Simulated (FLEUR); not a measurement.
Runs of FLEUR MaX-R8.1 (later development tree) on Ni. It takes space group P6_3/mmc (No. 194, hexagonal). Conventional cell: a = 2.448 Å, b = 2.448 Å, c = 4.073 Å, α = 90.00°, β = 90.00°, γ = 120.00°. Around Ni (site symmetry -6m2) lie 12 Ni at 2.45 to 2.48 Å. This isn't the form of Ni at room conditions, which is fcc.

| task | level | spin | gmax | muffin-tin radii | max iterations | mixing factor | mixer | kmax | moment (μB) | V0 of scaled cells (Å³/atom) | B0 (GPa) |
| --- | --- | --- | --- | --- | --- | --- | --- | --- | --- | --- | --- |
| equation of state | r2SCAN | collinear, program default start | 14.6 1/bohr | Ni 2.08 bohr | - | - | - | 4.71 1/bohr | - | 10.55 | (b) |
| band structure | SCAN | collinear, ferromagnetic start | 14.2 1/bohr | Ni 2.14 bohr | 80 | 0.05 | Anderson | 4.58 1/bohr | 1.55 | - | - |
| equation of state | SCAN | collinear, program default start | 14.6 1/bohr | Ni 2.08 bohr | - | - | - | 4.71 1/bohr | - | (a) | 214 |
| band structure | r2SCAN | collinear, ferromagnetic start | 14.2 1/bohr | Ni 2.14 bohr | 80 | 0.05 | Anderson | 4.58 1/bohr | 1.49 | - | - |

Alike in all rows: potentials or basis all-electron, FLAPW; cell as given; k mesh 12 × 12 × 7; smearing fermi-dirac 0.05 eV.

Question: Fill in the values left out.

Answer: (a) 10.47; (b) 212.

Caveats: the meta-GGA is that of a development version, with a GGA for the radial functions and cores and without core tails; the cell was scaled at fixed shape and fractional positions, which overstates the stiffness of a crystal with free parameters, most of all of layers and chains (some runs).
